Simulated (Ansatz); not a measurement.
# AlAs: response to strain

Aim: deform AlAs (zz strain of +1 %) and compute stress, forces and field gradients with LAPW, PAW and all-electron datasets made for the crystal.

Computed with Ansatz 0.2.0 (DFT PBEsol, scalar-relativistic, unless a step's input says otherwise).

### 1 The starting structure

It takes space group F-43m (No. 216, cubic). The conventional cell has a = 5.661 Å, b = 5.661 Å, c = 5.661 Å, α = 90.00°, β = 90.00°, γ = 90.00°. Al (site symmetry -43m) has 4 As at 2.45 Å as nearest neighbours. As (site symmetry -43m) is surrounded by 4 Al at 2.45 Å.

Structure file:

```cif
data_structure
_symmetry_space_group_name_H-M 'P 1'
_symmetry_Int_Tables_number 1
_cell_length_a 4.0028
_cell_length_b 4.0028
_cell_length_c 4.0028
_cell_angle_alpha 60.000
_cell_angle_beta 60.000
_cell_angle_gamma 60.000
_cell_volume 45.35
loop_
_atom_site_label
_atom_site_type_symbol
_atom_site_fract_x
_atom_site_fract_y
_atom_site_fract_z
_atom_site_occupancy
Al1 Al 0.00000 0.00000 0.00000 1
As1 As 0.75000 0.75000 0.75000 1
```

Atoms are numbered in the order of the input: Al1, As2.

### 2 The deformed structure

Space group F-43m before, I-4m2 after.

### 3 All-electron LAPW

input.yaml

```yaml
crystal:
  lattice:
    - [0.0, 2.8304, 2.858704]
    - [2.8304, 0.0, 2.858704]
    - [2.8304, 2.8304, 0.0]
  atoms:
    - { symbol: Al, position: [0.0, 0.0, 0.0] }
    - { symbol: As, position: [0.75, 0.75, 0.75] }
kpoints:
  mp_grid: { grid: [11, 11, 11] }
  band_path:
    path:
      - [0.0, 0.0, 0.0]
      - [0.5, 0.0, 0.5]
      - [0.75, 0.25, 0.5]
      - [0.5, 0.5, 0.5]
      - [0.0, 0.0, 0.0]
      - [0.5, 0.5, 0.0]
      - [0.6274629938, 0.6274629938, 0.2549259876]
      - [0.3725370062, 0.3725370062, 0.7450740124]
      - [0.0, 0.0, 0.0]
    npoints: 5
scf:
  occupations: { method: fermi_dirac, width: 0.05 }
hamiltonian:
  xc: pbesol
  pseudopotentials: { kind: all_electron, lapw: { basis_error: 0.001 } }
output:
  forces: true
  stress: true
  eigenvalues: true
```

Launch:

```sh
> ansatz run input.yaml --threads 1 --pin off --max-ram 3072MiB --backend cpu --events-out ev --progress --plain --runs-dir out
```

### 4 PAW on the default files

input.yaml

```yaml
crystal:
  lattice:
    - [0.0, 2.8304, 2.858704]
    - [2.8304, 0.0, 2.858704]
    - [2.8304, 2.8304, 0.0]
  atoms:
    - { symbol: Al, position: [0.0, 0.0, 0.0] }
    - { symbol: As, position: [0.75, 0.75, 0.75] }
kpoints:
  mp_grid: { grid: [11, 11, 11] }
scf:
  occupations: { method: fermi_dirac, width: 0.05 }
hamiltonian:
  xc: pbesol
  pseudopotentials: { kind: paw }
output:
  forces: true
  stress: true
  eigenvalues: true
  efg: { contact_densities: true }
```

### 5 All-electron PAW on datasets made for the crystal

input.yaml: that of step 4 with these lines changed.

```diff
@@ -14,3 +14,3 @@
   xc: pbesol
-  pseudopotentials: { kind: paw }
+  pseudopotentials: { kind: all_electron, datasets: crystal }
 output:
```

(Steps that only read results are left out.)

**Question.** What will these runs give? Wanted: pressure; largest shear or deviatoric stress.

As calculated:

| quantity | value |
| --- | --- |
| pressure | LAPW -0.20, PAW -0.19, crystal datasets -0.21 GPa |
| largest shear or deviatoric stress (LAPW) | 0.36 GPa |

In words: The largest part of the stress beyond the pressure is 0.36 GPa in size, in the zz component; the atoms are carried along and not relaxed. No run of the undeformed cell stands beside it, so the pressure holds what the given cell had before the change. PAW: stress within 0.02 GPa of LAPW. Crystal datasets: stress within 0.01 GPa of LAPW.
